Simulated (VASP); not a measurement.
## KF in VASP 6.6.1, single-point calculation

INCAR

```
IBRION = -1
ADDGRID = .TRUE.
EDIFF = 1E-7
LREAL = .FALSE.
GGA = PE
NBANDS = 15
ENCUT = 520
ISIF = 2
NSW = 0
LWAVE = .FALSE.
PREC = Accurate
NELM = 120
ISMEAR = -1
LCHARG = .FALSE.
SIGMA = 0.02
LASPH = .TRUE.
```

KPOINTS

```
KPOINTS created by Atomic Simulation Environment
0
Gamma
8 8 8
0 0 0
```

POSCAR

```
K  F
 1.0000000000000000
     3.1051209410000000    0.0000000000000000    0.0000000000000000
     0.0000000000000000    3.1051209410000000    0.0000000000000000
     0.0000000000000000    0.0000000000000000    3.1788707423000000
 K   F
   1   1
Cartesian
  0.0000000000000000  0.0000000000000000  0.0000000000000000
  1.5525604705000000  1.5525604705000000  1.5894353711500004
```

The recommended PBE PAW datasets give the neutral cell 16 valence electrons.

Command

```
mpirun -np 1 vasp_std
```

Q: How does this run end, and what does it give?

A: It converged. Results: gap between bands v and c on the k mesh 7.14 eV; least direct gap on the k mesh 7.16 eV; pressure 5.5 GPa. Band v is the last that the valence electrons fill when counted band by band, and c is the next.

OSZICAR

```
N       E                     dE             d eps       ncg     rms          rms(c)
DAV:   1     0.107986426102E+03    0.10799E+03   -0.85626E+03  2250   0.107E+03
DAV:   2    -0.513350608594E+01   -0.11312E+03   -0.10481E+03  2930   0.288E+02
DAV:   3    -0.910873149652E+01   -0.39752E+01   -0.39608E+01  2779   0.480E+01
DAV:   4    -0.920880943347E+01   -0.10008E+00   -0.10006E+00  3139   0.755E+00
DAV:   5    -0.921115091820E+01   -0.23415E-02   -0.23415E-02  3101   0.929E-01    0.613E+00
DAV:   6    -0.808359668001E+01    0.11276E+01   -0.26008E+00  2453   0.144E+01    0.447E+00
DAV:   7    -0.804415699208E+01    0.39440E-01   -0.69681E-02  2900   0.232E+00    0.237E+00
DAV:   8    -0.802332497221E+01    0.20832E-01   -0.36864E-02  2705   0.201E+00    0.321E-01
DAV:   9    -0.802385942031E+01   -0.53445E-03   -0.27091E-03  2987   0.520E-01    0.108E-01
DAV:  10    -0.802399358748E+01   -0.13417E-03   -0.34809E-04  2623   0.194E-01    0.762E-02
DAV:  11    -0.802402334176E+01   -0.29754E-04   -0.37492E-05  2674   0.674E-02    0.198E-02
DAV:  12    -0.802401961109E+01    0.37307E-05   -0.59026E-06  2821   0.285E-02    0.306E-03
DAV:  13    -0.802401969381E+01   -0.82721E-07   -0.75434E-07  2624   0.844E-03
   1 F= -.80240197E+01 E0= -.80240197E+01  d E =-.132690E-12
```

For comparison, a separate PBE run of the intended cell, on usual settings and not on those above, gives a gap of 7.14 eV on its mesh and a pressure of 5.5 GPa.
